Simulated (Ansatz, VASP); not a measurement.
# NaCl in two plane-wave programs, part 2 of 2

One calculation is typed for both programs; each brings its own data sets and cutoff. How far apart do they land? The cell is taken from a series of VASP runs on this material, whose earlier steps may have relaxed, scaled or displaced it; both programs get it as it stands.

VASP 6.6.1 and Ansatz 0.2.0.

So far: The structure; VASP: elastic constants, PBEsol.

**3. Ansatz: elastic constants, PBEsol**

Level of this step: Ansatz beside VASP: Kohn-Sham DFT, plane waves, PBEsol (Ansatz).

Ansatz runs on its default PAW (the set named soft_2) files.

The same cell, functional, mesh and smearing now go to Ansatz, which takes its cutoff from its data sets.

Input file input.yaml:

```yaml
crystal:
  lattice:
    - [0.0, 2.7974399408, 2.7974399408]
    - [2.7974399408, 0.0, 2.7974399408]
    - [2.7974399408, 2.7974399408, 0.0]
  atoms:
    - { symbol: Na, position: [0.0, 0.0, 0.0] }
    - { symbol: Cl, position: [0.5, 0.5, 0.5] }
hamiltonian:
  xc: pbesol
  pseudopotentials: { kind: paw }
kpoints:
  mp_grid: { grid: [7, 7, 7] }
scf:
  occupations: { method: gaussian, width: 0.05 }
elastic:
  mode: relaxed_ion
  stencil: two_point
output:
  forces: true
  stress: true
```

The run is started by

```console
> ansatz run input.yaml --threads 4 --pin off --max-ram 9216MiB --backend cpu --events-out ev --progress --plain --runs-dir out
```

Numbers of over 12 decimals in the logs are rounded to 6 here.

Log:

```text
Engine: ansatz 0.2.0, aarch64-unknown-linux-gnu
Pseudopotentials: kind: paw
Pseudopotential: Na, paw, valence charge 9, recommended cutoff 420 eV (normal), Na.paw.azcp
Pseudopotential: Cl, paw, valence charge 7, recommended cutoff 420 eV (normal), Cl.paw.azcp
Functional definition: PBEsol
  exchange = pbesol_x
  correlation = pbesol_c
Crystal: 2 atoms, lattice volume = 43.784 Å³
Basis set: ecut = 420 eV, 869 PW (Γ), exchange–correlation on 54×54×54 points (8 copies of the dense FFT grid, shifted against one another)
Bands: 12, of which v1, the nominal top of the filled ones, is band 8 counted from 1 (7 counted from 0)
Symmetry: 48 space group operations
Space group: Fm-3m (ITA 225), of the structure as read, at distance tolerance 3.5e-5 Å
k-points: 20 of 343
Non-local potential: Na, projectors of the file, l = 0: 3, l = 1: 2, l = 2: 1
Non-local potential: Cl, projectors of the file, l = 0: 2, l = 1: 2, l = 2: 2
PAW form: soft (Blöchl's): semilocal exchange-correlation on the pseudo side does not see the compensation charge
PAW frozen core: Na, regenerated for the run's functional, and the local potential with it (the file was generated under x = pbe(κ = 0.804, μ = 0.219515), c = pbe(β = 0.066725))
PAW frozen core: Cl, regenerated for the run's functional, and the local potential with it (the file was generated under x = pbe(κ = 0.804, μ = 0.219515), c = pbe(β = 0.066725))
PAW one-centre angular grid: Na, 110 points (default); XC on 64 Gauss nodes
PAW one-centre angular grid: Cl, 110 points (default); XC on 64 Gauss nodes
Initial density: superposition of atomic densities (neutral atoms: chi_scale 0, normalization atom), corrected by the library's trained network
Initial wavefunctions: pseudopotential atomic-orbital guess
Functional: x = pbesol(κ = 0.804, μ = 0.123457), c = pbesol(β = 0.046)
SCF iter   1: F=—  HF=-2540.289475 eV  |F-HF|=—  |Δ(HF+E_count)|=         —  Δρ=2.87e-3  dr2=3.92e-3  ethr=1.77e-3  ⟨swp⟩=5.7  Hψ=1408  notcnv=0
preconditioner: auto → none  [insulator: Δε(μ)=4.970 eV  Ē_g=20.766 eV  σ=0.050 eV  W_gap=1.00  n_scr=14 (ndim 8)  ℏωp=21.0 eV  f_vac=0.027  D(μ)=0.00/eV (n_scr^D=0)  ε∞_Penn≈2.0]
SCF iter   2: F=—  HF=-2540.286778 eV  |F-HF|=—  |Δ(HF+E_count)|=   2.70e-3  Δρ=1.25e-3  dr2=8.61e-4  ethr=2.45e-5  ⟨swp⟩=2.8  Hψ=542  notcnv=0
SCF iter   3: F=—  HF=-2540.286718 eV  |F-HF|=—  |Δ(HF+E_count)|=   5.97e-5  Δρ=7.92e-4  dr2=3.79e-4  ethr=5.38e-6  ⟨swp⟩=2.1  Hψ=328  notcnv=0
SCF iter   4: F=—  HF=-2540.286582 eV  |F-HF|=—  |Δ(HF+E_count)|=   1.36e-4  Δρ=1.52e-4  dr2=7.83e-6  ethr=2.37e-6  ⟨swp⟩=2.0  Hψ=307  notcnv=0
SCF iter   5: F=—  HF=-2540.286613 eV  |F-HF|=—  |Δ(HF+E_count)|=   3.02e-5  Δρ=6.15e-5  dr2=2.95e-6  ethr=4.89e-8  ⟨swp⟩=2.0  Hψ=380  notcnv=0
SCF iter   6: F=—  HF=-2540.286614 eV  |F-HF|=—  |Δ(HF+E_count)|=   9.33e-7  Δρ=2.73e-5  dr2=5.72e-7  ethr=1.84e-8  ⟨swp⟩=2.0  Hψ=303  notcnv=0
SCF iter   7: F=—  HF=-2540.286607 eV  |F-HF|=—  |Δ(HF+E_count)|=   6.78e-6  Δρ=7.17e-6  dr2=3.91e-8  ethr=3.58e-9  ⟨swp⟩=2.0  Hψ=299  notcnv=0
SCF iter   8: F=—  HF=-2540.286607 eV  |F-HF|=—  |Δ(HF+E_count)|=   1.00e-8  Δρ=7.96e-7  dr2=5.04e-10  ethr=2.44e-10  ⟨swp⟩=2.0  Hψ=316  notcnv=0
SCF iter   9: F=—  HF=-2540.286607 eV  |F-HF|=—  |Δ(HF+E_count)|=  1.42e-10  Δρ=6.94e-8  dr2=3.51e-12  ethr=3.15e-12  ⟨swp⟩=2.0  Hψ=312  notcnv=0
SCF iter  10: F=-2540.286607 eV  HF=-2540.286607 eV  |F-HF|=4.55e-13  |Δ(HF+E_count)|=  9.09e-13  Δρ=1.87e-9  dr2=1.56e-15  ethr=1.00e-12  ⟨swp⟩=3.0  Hψ=939  notcnv=0
SCF 1 converged in 10 iterations: F = -2540.286607 eV  dr2 = 1.56e-15
  greatest PAW one-centre occupation: 0.999 electrons in one spin orbital (limit 2), on the Na atom at site 0 (counted from 0), in its partial waves of l = 0
Crystal: 2 atoms, lattice volume = 43.696 Å³
Symmetry: 16 space group operations
k-points: 40 of 343
Initial density: handed on by an earlier stage of this run
Initial wavefunctions: those handed on with the density
[...]
preconditioner: auto → none  [insulator: Δε(μ)=5.030 eV  Ē_g=20.812 eV  σ=0.050 eV  W_gap=1.00  n_scr=14 (ndim 8)  ℏωp=21.0 eV  f_vac=0.017  D(μ)=0.00/eV (n_scr^D=0)  ε∞_Penn≈2.0]
[...]
SCF 2 converged in 7 iterations: F = -2540.286521 eV  dr2 = 3.13e-15
Crystal: 2 atoms, lattice volume = 43.871 Å³
[...]
preconditioner: auto → none  [insulator: Δε(μ)=5.016 eV  Ē_g=20.797 eV  σ=0.050 eV  W_gap=1.00  n_scr=14 (ndim 8)  ℏωp=21.0 eV  f_vac=0.017  D(μ)=0.00/eV (n_scr^D=0)  ε∞_Penn≈2.0]
[...]
SCF 3 converged in 6 iterations: F = -2540.286632 eV  dr2 = 4.49e-14
Symmetry: 8 space group operations
k-points: 64 of 343
[...]
preconditioner: auto → none  [insulator: Δε(μ)=5.021 eV  Ē_g=20.803 eV  σ=0.050 eV  W_gap=1.00  n_scr=14 (ndim 8)  ℏωp=21.0 eV  f_vac=0.017  D(μ)=0.00/eV (n_scr^D=0)  ε∞_Penn≈2.0]
[...]
SCF iter   7: F=-2540.286600 eV  HF=-2540.286600 eV  |F-HF|=0.00e0  |Δ(HF+E_count)|=  4.55e-13  Δρ=5.50e-9  dr2=4.92e-15  ethr=1.00e-12  ⟨swp⟩=4.0  Hψ=2560  notcnv=0
SCF 4 converged in 7 iterations: F = -2540.286600 eV  dr2 = 4.92e-15
iter 1 solved again at ethr=2.59e-12 eV; its pass at ethr=3.10e-3 eV (dr2=4.14e-10 eV) is discarded
SCF iter   1: F=—  HF=-2540.286571 eV  |F-HF|=—  |Δ(HF+E_count)|=         —  Δρ=1.74e-6  dr2=4.60e-10  ethr=2.59e-12  ⟨swp⟩=2.5  Hψ=5370  notcnv=0
SCF iter   2: F=—  HF=-2540.286600 eV  |F-HF|=—  |Δ(HF+E_count)|=   2.91e-5  Δρ=1.15e-6  dr2=2.75e-10  ethr=2.59e-12  ⟨swp⟩=3.0  Hψ=1472  notcnv=0
SCF iter   3: F=—  HF=-2540.286600 eV  |F-HF|=—  |Δ(HF+E_count)|=  2.27e-11  Δρ=6.51e-7  dr2=7.57e-11  ethr=1.72e-12  ⟨swp⟩=2.1  Hψ=1089  notcnv=0
SCF iter   4: F=—  HF=-2540.286600 eV  |F-HF|=—  |Δ(HF+E_count)|=  5.50e-11  Δρ=3.23e-7  dr2=1.61e-11  ethr=4.73e-13 (applied; sched 1.00e-12)  ⟨swp⟩=2.2  Hψ=1047  notcnv=0
SCF iter   5: F=—  HF=-2540.286600 eV  |F-HF|=—  |Δ(HF+E_count)|=  3.46e-11  Δρ=8.84e-8  dr2=1.21e-12  ethr=1.01e-13 (applied; sched 1.00e-12)  ⟨swp⟩=2.2  Hψ=1267  notcnv=0
SCF iter   6: F=—  HF=-2540.286600 eV  |F-HF|=—  |Δ(HF+E_count)|=  4.55e-13  Δρ=7.46e-8  dr2=8.94e-13  ethr=7.57e-15 (applied; sched 1.00e-12)  ⟨swp⟩=1.0  Hψ=768  notcnv=0
SCF iter   7: F=—  HF=-2540.286600 eV  |F-HF|=—  |Δ(HF+E_count)|=  9.09e-13  Δρ=4.26e-8  dr2=2.93e-13  ethr=5.59e-15 (applied; sched 1.00e-12)  ⟨swp⟩=2.0  Hψ=1266  notcnv=0
SCF iter   8: F=-2540.286600 eV  HF=-2540.286600 eV  |F-HF|=9.09e-13  |Δ(HF+E_count)|=  9.09e-13  Δρ=1.87e-8  dr2=5.58e-14  ethr=1.00e-12  ⟨swp⟩=4.0  Hψ=2197  notcnv=0
SCF 5 converged in 8 iterations: F = -2540.286600 eV  dr2 = 5.58e-14
SCF converged after 10 iterations
Free energy (F): -2540.286607 eV
Harris-Foulkes:  -2540.286607 eV  (|F-HF|=4.55e-13)
Internal energy: -2540.286607 eV  (E = F + TS)
E sigma→0 (E₀):  -2540.286607 eV
Fermi energy:    3.745816 eV
--- Per-component energies (eV) ---
  E_band       = -230.965425
  E_kinetic    = 282.666945
  E_local      = -1517.505728  (includes V_loc(G=0)·N_el)
  E_nonlocal   = 144.830553
  E_hartree    = 533.635882
  E_xc         = -145.020618
  E_vxc        = -171.884523  (∫ρ·V_xc dr)
  E_paw        = -895.323553  (= ΣΔE_a)
  E_vpaw       = -36.344519  (= ΣTr[D̂ρ^β])
  E_aug_tail   = 0.000081  (compensation charges beyond the density's cutoff)
  E_ewald      = -943.703296
  E_core_change = 0.133126  (= ΣΔE_core)
  E_smearing   = -0.000000  (= −TS)
  E_closure    = -0.000000  (closes the sum)
  Σ components = -2540.286607   (vs F -2540.286607, Δ=0.00e0)
--- Forces (eV/Å), atoms counted from 1 ---
  atom   1  Na    -0.00000000    -0.00000000    -0.00000000
  atom   2  Cl     0.00000000    -0.00000000     0.00000000
  max |Σ_I F_I| component: 1.17e-29 eV/Å
--- Stress (GPa, compression-positive) ---
        0.100385       0.000000      -0.000000
        0.000000       0.100385       0.000000
       -0.000000      -0.000000       0.100385
  P = ⅓ Tr σ = 0.1004 GPa (1.004 kbar)
--- Band table (eV; the first three rows and the last of 20) ---
  k-point 0: bands = [... 4 lower, -11.4640, 1.2330, 1.2330, 1.2330, 6.2580, 12.1502, 12.1502, 12.1502]
  k-point 1: bands = [... 4 lower, -11.3981, 0.7358, 1.1769, 1.1769, 6.9058, 11.5056, 12.3914, 12.3914]
  k-point 2: bands = [... 4 lower, -11.2446, -0.1451, 1.0559, 1.0559, 7.9663, 11.1116, 12.3915, 12.3915]
  k-point 19: bands = [... 4 lower, -11.0327, -0.1136, -0.0430, 0.5771, 9.9256, 10.4114, 11.1551, 12.9063]
--- Elastic constants: 2 strain directions × 2 members + reference (group order 48) ---
  dense FFT box of the reference and of every strained cell: 27×27×27
  strains applied: 11, 23; error gains: componentwise 1.00 (the most a stress slope's error grows in a printed constant), spectral 1.73 (1 for all six strains in a standard setting)
  C = ∂σ_k/∂η_j (tension-positive GPa; Voigt order 11 22 33 23 13 12):
        55.850     11.575     11.575     -0.000      0.000      0.000
        11.575     55.850     11.575      0.000     -0.000      0.000
        11.575     11.575     55.850      0.000      0.000     -0.000
        -0.000      0.000      0.000     12.065     -0.000     -0.000
         0.000     -0.000      0.000      0.000     12.065      0.000
        -0.000      0.000      0.000     -0.000     -0.000     12.065
  reference stress σ⁰ (GPa):     -0.100     -0.100     -0.100      0.000      0.000     -0.000
  C* (energy form; C + prestress term) asymmetry max|C*_kj − C*_jk| = 5.329e-15 GPa — a small one proves nothing (zero by symmetry where the batch's group is 432, −43m or m−3m); a large one is finite-difference/SCF noise where every solve meets its electron count
  moduli (Voigt/Reuss/Hill, GPa): K = 26.33/26.33/26.33   G = 16.09/14.75/15.42   E = 38.71   ν = 0.255
  mechanically stable: yes (min eigenvalue of sym C = 12.06 GPa)
  strain η (Voigt 11):  stress-route row diagonal C_11 = 55.85 GPa, energy-path curvature d²(F+E_count+ΔE)/dδ²/Ω₀ = 55.84 GPa
         δ    σ_11 (GPa)             F (eV)   n_scf  n_hpsi   n_pw
    -2.000e-3      -0.2136       -2540.2865211       7    8846    877   relax 0 steps, max|allowed force component| 3.82e-31 eV/Å
     2.000e-3       0.0098       -2540.2866317       6    8613    881   relax 0 steps, max|allowed force component| 3.94e-31 eV/Å
  strain η (Voigt 23):  stress-route row diagonal C_44 = 12.06 GPa, energy-path curvature d²(F+E_count+ΔE)/dδ²/Ω₀ = 12.11 GPa
         δ    σ_23 (GPa)             F (eV)   n_scf  n_hpsi   n_pw
    -2.000e-3      -0.0241       -2540.2866004       7   14845    881   relax 0 steps, max|allowed force component| 9.96e-30 eV/Å
     2.000e-3       0.0241       -2540.2866004       8   15250    881   relax 0 steps, max|allowed force component| 2.39e-29 eV/Å
```

It took 3.8 s on 4 threads of Arm Neoverse N1, shared host; peak memory 0.32 GiB; 13 s of CPU time.

Reading the cycles: dr2 is the Hartree energy of the density residual (eV), the measure of convergence; HF is the Harris–Foulkes estimate of the energy, which meets the free energy F at convergence.

The run ends at a pressure of 0.10 GPa.

**4. Side by side**

Known differences besides the potentials themselves: the data sets hold 16 valence electrons in Ansatz (default PAW (the set named soft_2) files) and 14 in VASP; the cutoff is 420 eV in Ansatz and 500 eV in VASP; Ansatz makes its cores anew for this functional, VASP keeps those of its PBE data sets; VASP leaves aspherical gradient terms in its spheres out (LASPH is not set), Ansatz keeps them. Total energies have different zeros and are not compared.

The two programs side by side:

```csv
quantity,Ansatz,VASP,difference
C11 (GPa),55.9,57.7,-3.17 %
C22 (GPa),55.9,57.7,-3.17 %
C33 (GPa),55.9,57.7,-3.17 %
C12 (GPa),11.6,11.8,-2.03 %
C13 (GPa),11.6,11.8,-2.03 %
C23 (GPa),11.6,11.8,-2.03 %
C44 (GPa),12.1,12.4,-2.90 %
C55 (GPa),12.1,12.4,-2.90 %
C66 (GPa),12.1,12.4,-2.90 %
```

**5. What came out**

```json
{"difference in C11 (elastic constants, PBEsol)": "-3.2 %"}
```

**Reading.** The difference in C11 is -3.2 % (elastic constants, PBEsol), within the 5 % picked in this series as the mark of a large difference. Such differences can come from data sets, numerical settings and the points named under the comparisons, not from the functional's error against experiment.

[Lines on the potential files, build, host, timing and source positions are cut from VASP's logs without a mark.]

[Logs are printed without paths, hosts, clocks, repeated set-up lines and the standing remarks that a program may print on its own settings, such as how far it seeks lower states.]

[Hosts, paths, dates, database ids (printed as entryN), source tags and the programs' standing remarks are cut or masked in the printed files.]
